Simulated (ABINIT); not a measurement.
# GaP (F-43m) in ABINIT: further runs

The runs below take GaP through equation of state, band structure, with LDA, revPBE, LDA-PZ.

Program: ABINIT 10.8.3 (patched build). These are calculated values, not measurements. Logs are shortened: lines on timing, memory, paths and dates and some standing lists are left out, and cuts for length are marked. The log counts tension as positive stress, the text compression.

**Measured values to compare with.**

“Phosphorous dimerization in GaP at high pressure”, 2017, arxiv:1709.06667 reports, for a bulk crystal of GaP: bulk modulus 87.5 ± 0.6 GPa.

“Stacking defects in GaP nanowires: Electronic structure and optical properties”, 2018, arxiv:1810.01194 quotes, for a bulk crystal of GaP at 10 K: band gap 2.34 eV (indirect).

The results are compared with them further down.

**1. Starting point**

Symmetry: F-43m, No. 216, cubic system. Conventional cell: a = 5.451 Å, b = 5.451 Å, c = 5.451 Å, α = 90.00°, β = 90.00°, γ = 90.00°. Around Ga (site symmetry -43m) lie 4 P at 2.36 Å. P (site symmetry -43m) has 4 Ga at 2.36 Å as nearest neighbours.

**2. Equation of state, LDA**

The input, run.abi:

```
# Datasets: one volume each
ndtset 7
getwfk -1
scalecart1 3*0.9795861087
scalecart2 3*0.9864848297
scalecart3 3*0.9932883884
scalecart4 3*1.0000000000
scalecart5 3*1.0066227096
scalecart6 3*1.0131594038
scalecart7 3*1.0196128224

# Pseudopotentials
pp_dirpath "./"
pseudos "Ga.LDA_PW-JTH.xml, P.LDA_PW-JTH.xml"

# Structure
acell 3.8540855109 3.8540855109 3.8540855109 Angstrom
rprim
     0.0000000000     0.7071067812     0.7071067812
     0.7071067812     0.0000000000     0.7071067812
     0.7071067812     0.7071067812     0.0000000000
ntypat 2
znucl 31 15
natom 2
typat 1 2
xred
     0.0000000000     0.0000000000     0.0000000000
     0.7500000000     0.7500000000     0.7500000000

# Plane-wave basis
ecut 15.0
pawecutdg 30.0

# k points
kptopt 1
ngkpt 8 8 8
nshiftk 1
shiftk 0.0 0.0 0.0

# Exchange and correlation
ixc 7

# Bands and occupations
nband 13
occopt 3
tsmear 0.05 eV

# SCF cycle
nstep 100
tolvrs 1.0e-9

# Output
iomode 3
prtwf 1
prtden 0
prteig 0
prtebands 0
enunit 1
```

Potentials or basis: JTH PAW LDA v2.0.

The run is started by

```console
$ abinit run.abi > log 2>&1
```

run.abo:

```text
.Version 10.8.3 of ABINIT
 DATASET    1 : space group F-4 3 m (#216); Bravais cF (face-center cubic)
================================================================================
 Values of the parameters that define the memory need for DATASET  1.
     intxc =       0    ionmov =       0      iscf =      17    lmnmax =      18
     lnmax =       6     mgfft =      27  mpssoang =       3    mqgrid =    3001
     natom =       2  nloc_mem =       2    nspden =       1   nspinor =       1
    nsppol =       1      nsym =      24    n1xccc =       1    ntypat =       2
    occopt =       3   xclevel =       1
       mpw =         724          nfft =       19683          nkpt =          29
 PAW method is used; the additional fine FFT grid is defined by:
   mgfftf=        36    nfftf =     46656
================================================================================
================================================================================
[... 71 lines left out ...]
 DATASET    7 : space group F-4 3 m (#216); Bravais cF (face-center cubic)
================================================================================
 Values of the parameters that define the memory need for DATASET  7.
     intxc =       0    ionmov =       0      iscf =      17    lmnmax =      18
     lnmax =       6     mgfft =      27  mpssoang =       3    mqgrid =    3001
     natom =       2  nloc_mem =       2    nspden =       1   nspinor =       1
    nsppol =       1      nsym =      24    n1xccc =       1    ntypat =       2
    occopt =       3   xclevel =       1
       mpw =         817          nfft =       19683          nkpt =          29
 PAW method is used; the additional fine FFT grid is defined by:
   mgfftf=        40    nfftf =     64000
================================================================================
================================================================================

--------------------------------------------------------------------------------
------------- Echo of variables that govern the present computation ------------
--------------------------------------------------------------------------------
 -outvars: echo values of preprocessed input variables --------
            acell      7.2831660814E+00  7.2831660814E+00  7.2831660814E+00 Bohr
              amu      6.97230000E+01  3.09737620E+01
             ecut      1.50000000E+01 Hartree
           enunit           1
           getwfk          -1
              ixc           7
           jdtset        1    2    3    4    5    6    7
         kptrlatt        8    0    0      0    8    0      0    0    8
          kptrlen1     5.70759066E+01
          kptrlen2     5.74778628E+01
          kptrlen3     5.78742744E+01
          kptrlen4     5.82653287E+01
          kptrlen5     5.86512030E+01
          kptrlen6     5.90320656E+01
          kptrlen7     5.94080762E+01
            natom           2
            nband          13
           ndtset           7
            ngfft          27      27      27
          ngfftdg1         36      36      36
          ngfftdg2         36      36      36
          ngfftdg3         36      36      36
          ngfftdg4         36      36      36
          ngfftdg5         40      40      40
          ngfftdg6         40      40      40
          ngfftdg7         40      40      40
             nkpt          29
            nstep         100
             nsym          24
           ntypat           2
           occopt           3
        pawecutdg      3.00000000E+01 Hartree
           prtden           0
        prtebands           0
           prteig           0
            rprim1     0.0000000000E+00  6.9267198023E-01  6.9267198023E-01
                       6.9267198023E-01  0.0000000000E+00  6.9267198023E-01
                       6.9267198023E-01  6.9267198023E-01  0.0000000000E+00
            rprim2     0.0000000000E+00  6.9755011263E-01  6.9755011263E-01
                       6.9755011263E-01  0.0000000000E+00  6.9755011263E-01
                       6.9755011263E-01  6.9755011263E-01  0.0000000000E+00
            rprim3     0.0000000000E+00  7.0236095512E-01  7.0236095512E-01
                       7.0236095512E-01  0.0000000000E+00  7.0236095512E-01
                       7.0236095512E-01  7.0236095512E-01  0.0000000000E+00
            rprim4     0.0000000000E+00  7.0710678120E-01  7.0710678120E-01
                       7.0710678120E-01  0.0000000000E+00  7.0710678120E-01
[... 12 lines left out ...]
           tsmear      1.83746611E-03 Hartree
            typat      1  2
           useylm           1
           xangst1     0.0000000000E+00  0.0000000000E+00  0.0000000000E+00
                       4.0044255642E+00  4.0044255642E+00  4.0044255642E+00
           xangst2     0.0000000000E+00  0.0000000000E+00  0.0000000000E+00
                       4.0326266733E+00  4.0326266733E+00  4.0326266733E+00
           xangst3     0.0000000000E+00  0.0000000000E+00  0.0000000000E+00
                       4.0604387709E+00  4.0604387709E+00  4.0604387709E+00
           xangst4     0.0000000000E+00  0.0000000000E+00  0.0000000000E+00
                       4.0878750001E+00  4.0878750001E+00  4.0878750001E+00
           xangst5     0.0000000000E+00  0.0000000000E+00  0.0000000000E+00
                       4.1149478091E+00  4.1149478091E+00  4.1149478091E+00
           xangst6     0.0000000000E+00  0.0000000000E+00  0.0000000000E+00
                       4.1416689979E+00  4.1416689979E+00  4.1416689979E+00
           xangst7     0.0000000000E+00  0.0000000000E+00  0.0000000000E+00
                       4.1680497665E+00  4.1680497665E+00  4.1680497665E+00
            xcart1     0.0000000000E+00  0.0000000000E+00  0.0000000000E+00
                       7.5672676080E+00  7.5672676080E+00  7.5672676080E+00
            xcart2     0.0000000000E+00  0.0000000000E+00  0.0000000000E+00
                       7.6205599806E+00  7.6205599806E+00  7.6205599806E+00
            xcart3     0.0000000000E+00  0.0000000000E+00  0.0000000000E+00
                       7.6731172279E+00  7.6731172279E+00  7.6731172279E+00
            xcart4     0.0000000000E+00  0.0000000000E+00  0.0000000000E+00
                       7.7249641872E+00  7.7249641872E+00  7.7249641872E+00
            xcart5     0.0000000000E+00  0.0000000000E+00  0.0000000000E+00
                       7.7761243817E+00  7.7761243817E+00  7.7761243817E+00
            xcart6     0.0000000000E+00  0.0000000000E+00  0.0000000000E+00
                       7.8266201103E+00  7.8266201103E+00  7.8266201103E+00
            xcart7     0.0000000000E+00  0.0000000000E+00  0.0000000000E+00
                       7.8764725378E+00  7.8764725378E+00  7.8764725378E+00
             xred      0.0000000000E+00  0.0000000000E+00  0.0000000000E+00
                       7.5000000000E-01  7.5000000000E-01  7.5000000000E-01
            znucl       31.00000   15.00000

================================================================================

 chkinp: Checking input parameters for consistency, jdtset=   1.

 chkinp: Checking input parameters for consistency, jdtset=   2.
[... 40 lines left out ...]
 getcut: wavevector=  0.0000  0.0000  0.0000  ngfft=  36  36  36
         ecut(hartree)=     30.000   => boxcut(ratio)=   2.04651

--- Pseudopotential description ------------------------------------------------
- pspini: atom type   1  psp file is ./Ga.LDA_PW-JTH.xml
 Pseudopotential format is: paw10
 basis_size (lnmax)=  6 (lmn_size= 18), orbitals=   0   0   1   1   2   2
 Spheres core radius: rc_sph= 2.10359248
 Shapefunction is BESSEL type: shapef(r,l)=aa(1,l)*jl(q(1,l)*r)+aa(2,l)*jl(q(2,l)*r)
 Radius for shape functions =  1.80829011
 Compensation charge density is not taken into account in XC energy/potential

- pspini: atom type   2  psp file is ./P.LDA_PW-JTH.xml
 Pseudopotential format is: paw10
 basis_size (lnmax)=  4 (lmn_size=  8), orbitals=   0   0   1   1
 Spheres core radius: rc_sph= 1.60765221
 Shapefunction is SIN type: shapef(r)=[sin(pi*r/rshp)/(pi*r/rshp)]**2
 Radius for shape functions =  1.60765221
 Compensation charge density is not taken into account in XC energy/potential

   3.98402520E+02                                ecore*ucvol(ha*bohr**3)
--------------------------------------------------------------------------------

[... 716 lines left out ...]
 getcut: wavevector=  0.0000  0.0000  0.0000  ngfft=  40  40  40
         ecut(hartree)=     30.000   => boxcut(ratio)=   2.21283

 getcut : COMMENT -
  Note that boxcut > 2.2 ; recall that boxcut=Gcut(box)/Gcut(sphere) = 2
  is sufficient for exact treatment of convolution.
  Such a large boxcut is a waste : you could raise ecut
  e.g. ecut=   36.724498 Hartrees makes boxcut=2

--------------------------------------------------------------------------------

-inwffil : will read wavefunctions from disk file runo_DS4_WFK.nc

================================================================================
[... 497 lines left out ...]
-Cartesian components of stress tensor (GPa)         [Pressure= -6.8190E+00 GPa]
- sigma(1 1)=  6.81900886E+00  sigma(3 2)=  0.00000000E+00
- sigma(2 2)=  6.81900886E+00  sigma(3 1)=  0.00000000E+00
- sigma(3 3)=  6.81900886E+00  sigma(2 1)=  0.00000000E+00

== END DATASET(S) ==============================================================
================================================================================

 -outvars: echo values of variables after computation  --------
            acell      7.2831660814E+00  7.2831660814E+00  7.2831660814E+00 Bohr
           etotal1    -8.6038893464E+01
           etotal2    -8.6039234196E+01
           etotal3    -8.6039207020E+01
           etotal4    -8.6038859293E+01
           etotal5    -8.6038225286E+01
           etotal6    -8.6037325472E+01
           etotal7    -8.6036195546E+01
            fcart1     0.0000000000E+00  0.0000000000E+00  0.0000000000E+00
                       0.0000000000E+00  0.0000000000E+00  0.0000000000E+00
            fcart2     1.6562791338E-30  1.6562791338E-30 -4.9688374013E-30
                      -1.6562791338E-30 -1.6562791338E-30  4.9688374013E-30
            fcart3    -1.6449344000E-30 -1.6449344000E-30  4.9348032000E-30
                       1.6449344000E-30  1.6449344000E-30 -4.9348032000E-30
            fcart4     1.6338942392E-30  1.6338942392E-30 -4.9016827176E-30
                      -1.6338942392E-30 -1.6338942392E-30  4.9016827176E-30
            fcart5    -1.0144653898E-31 -1.0144653898E-31  3.0433961695E-31
                       1.0144653898E-31  1.0144653898E-31 -3.0433961695E-31
[... 38 lines left out ...]
                       0.0000000000E+00  0.0000000000E+00  0.0000000000E+00
           xangst1     0.0000000000E+00  0.0000000000E+00  0.0000000000E+00
                       4.0044255642E+00  4.0044255642E+00  4.0044255642E+00
           xangst2     0.0000000000E+00  0.0000000000E+00  0.0000000000E+00
                       4.0326266733E+00  4.0326266733E+00  4.0326266733E+00
           xangst3     0.0000000000E+00  0.0000000000E+00  0.0000000000E+00
                       4.0604387709E+00  4.0604387709E+00  4.0604387709E+00
           xangst4     0.0000000000E+00  0.0000000000E+00  0.0000000000E+00
                       4.0878750001E+00  4.0878750001E+00  4.0878750001E+00
           xangst5     0.0000000000E+00  0.0000000000E+00  0.0000000000E+00
                       4.1149478091E+00  4.1149478091E+00  4.1149478091E+00
           xangst6     0.0000000000E+00  0.0000000000E+00  0.0000000000E+00
                       4.1416689979E+00  4.1416689979E+00  4.1416689979E+00
           xangst7     0.0000000000E+00  0.0000000000E+00  0.0000000000E+00
                       4.1680497665E+00  4.1680497665E+00  4.1680497665E+00
             xred      0.0000000000E+00  0.0000000000E+00  0.0000000000E+00
                       7.5000000000E-01  7.5000000000E-01  7.5000000000E-01
 Calculation completed.
```

Wall time 52 s (1 thread of Arm Neoverse V1, shared host); peak memory 0.11 GiB.

Results:

| Item | Value |
| --- | --- |
| Equilibrium volume | 19.60 Å³/atom |
| Bulk modulus | 90 GPa |
| Pressure derivative of the bulk modulus | 4.4 |

Energy against volume, from the lowest point:
```csv
volume (Å³/atom),energy (meV/atom)
19.026,4.64
19.431,0.00
19.836,0.37
20.240,5.10
20.645,13.73
21.050,25.97
21.455,41.34
```

Caveat: the cutoff is too short for stress, so the log's stress isn't used; pressures at fixed basis lie under the slope of the energies.

**3. Band structure, LDA**

The input, run.abi:

```
ndtset 2

pp_dirpath "./"
pseudos "Ga.hgh, P.hgh"

acell 3*1.0
rprim
     0.0000000000     5.1499761211     5.1499761211
     5.1499761211     0.0000000000     5.1499761211
     5.1499761211     5.1499761211     0.0000000000
ntypat 2
znucl 31 15
natom 2
typat 1 2
xred
     0.0000000000     0.0000000000     0.0000000000
     0.7500000000     0.7500000000     0.7500000000

ecut 24.0

ixc 7

occopt 3
tsmear 0.00183747

nstep 100

iomode 3
prtwf 0
prteig 0
prtebands 0
enunit 2
prtden1 1

kptopt1 1
ngkpt1 8 8 8
nshiftk1 1
shiftk1 0.0 0.0 0.0
nband1 8
tolvrs1 1.0e-10

iscf2 -2
getden2 1
nband2 12
nbdbuf2 2
tolwfr2 1.0e-12
kptopt2 -9
ndivsm2 6
prteig2 1
prtvol2 -3
kptbounds2
     0.0000000000     0.0000000000     0.0000000000
     0.5000000000     0.0000000000     0.5000000000
     0.5000000000     0.2500000000     0.7500000000
     0.3750000000     0.3750000000     0.7500000000
     0.0000000000     0.0000000000     0.0000000000
     0.5000000000     0.5000000000     0.5000000000
     0.6250000000     0.2500000000     0.6250000000
     0.5000000000     0.2500000000     0.7500000000
     0.5000000000     0.5000000000     0.5000000000
     0.3750000000     0.3750000000     0.7500000000
```

Potentials or basis: HGH LDA.

The run is started by

```console
$ abinit run.abi > log 2>&1
```

It took 37 s on 1 thread of Arm Neoverse V1, shared host; peak memory 0.1 GiB.

It converged, with:

| Quantity | Value |
| --- | --- |
| Free energy | -242.6511 eV |
| Pressure | -5.8 GPa |
| Band gap on the k mesh | 1.59 eV, indirect (least direct gap 1.80 eV) |
| Band gap along the path | 1.54 eV, indirect (least direct gap 1.80 eV) |
| Valence electrons inside the program's atomic spheres | Ga 1.10; P 2.78 |

Levels at the corners of the path, in eV from the valence-band top:
| point | band 2 | band 3 | band 4 | band 5 | band 6 | band 7 |
| --- | --- | --- | --- | --- | --- | --- |
| Γ | 0.00 | 0.00 | 0.00 | 1.80 | 3.92 | 3.92 |
| X | -6.76 | -2.63 | -2.63 | 1.59 | 1.78 | 10.59 |
| W | -6.54 | -3.57 | -3.38 | 4.68 | 4.94 | 6.08 |
| K | -6.54 | -3.91 | -2.21 | 2.14 | 4.82 | 8.25 |
| Γ | 0.00 | 0.00 | 0.00 | 1.80 | 3.92 | 3.92 |
| L | -6.61 | -1.09 | -1.09 | 1.63 | 4.73 | 4.73 |
| U | -6.54 | -3.91 | -2.21 | 2.14 | 4.82 | 8.25 |
| W | -6.54 | -3.57 | -3.38 | 4.68 | 4.94 | 6.08 |
| L | -6.61 | -1.09 | -1.09 | 1.63 | 4.73 | 4.73 |
| K | -6.54 | -3.91 | -2.21 | 2.14 | 4.82 | 8.25 |

Caveat: HGH potentials are hard and often keep d shells in the core, so these values are rough.

(Part 1 of 2 ends here.)
